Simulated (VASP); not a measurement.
Ni: single point with PBEsol

Crystal: Ni.

```
Ni
1.0
     0.00000    1.76536    1.76536
     1.76536    0.00000    1.76536
     1.76536    1.76536    0.00000
Ni
1
Direct
  0.00000 0.00000 0.00000
```

The cell isn't the ideal one: a relaxed cell with its volume scaled by 1.06.

```json
{"Program": "VASP 6.6.1", "Task": "single point", "Functional": "PBEsol", "Potentials or basis": "VASP PAW PBE potentials, release 64 (Ni)", "Cutoff": "520 eV", "k mesh": "20 × 20 × 20", "Occupations": "gaussian, width 0.1 eV", "Spin": "collinear spin, ferromagnetic start", "Starting moments": "[0.8] μB"}
```

* Pressure: -11.5 GPa
* Band gap on the k mesh: none (metal or under the smearing width)
* Net moment: 0.63 μB per cell
* Site moments: Ni +0.64 μB
* Valence electrons inside the program's atomic spheres: Ni 9.29

Levels at points of the mesh, in eV from the Fermi level:
Spin up:
| k point | band 1 | band 2 | band 3 | band 4 | band 5 | band 6 | band 7 | band 8 | band 9 | band 10 |
| --- | --- | --- | --- | --- | --- | --- | --- | --- | --- | --- |
| (0.00, 0.00, 0.00) | -8.98 | -2.40 | -2.40 | -2.40 | -1.25 | -1.25 | 23.60 | 27.35 | 27.35 | 27.35 |
| (0.50, 0.00, 0.00) | -4.79 | -2.39 | -2.39 | -0.60 | -0.60 | -0.32 | 5.56 | 22.10 | 24.41 | 24.41 |
| (0.50, 0.50, 0.00) | -4.60 | -4.14 | -0.55 | -0.47 | -0.47 | 2.39 | 9.09 | 14.66 | 14.66 | 19.55 |
Spin down:
| k point | band 2 | band 3 | band 4 | band 5 | band 6 | band 7 | band 8 | band 9 |
| --- | --- | --- | --- | --- | --- | --- | --- | --- |
| (0.00, 0.00, 0.00) | -1.67 | -1.67 | -1.67 | -0.64 | -0.64 | 23.48 | 27.35 | 27.35 |
| (0.50, 0.00, 0.00) | -1.76 | -1.76 | -0.36 | 0.15 | 0.15 | 5.98 | 21.99 | 24.50 |
| (0.50, 0.50, 0.00) | -3.54 | 0.09 | 0.37 | 0.37 | 2.37 | 9.35 | 14.68 | 14.68 |

It took 47 s on 1 thread of Intel(R) Xeon(R) 6975P-C (Granite Rapids), with other jobs on the host, peak memory 0.18 GiB.

Caveat: the PAW data sets were made with another functional, which shifts forces and pressure a little.
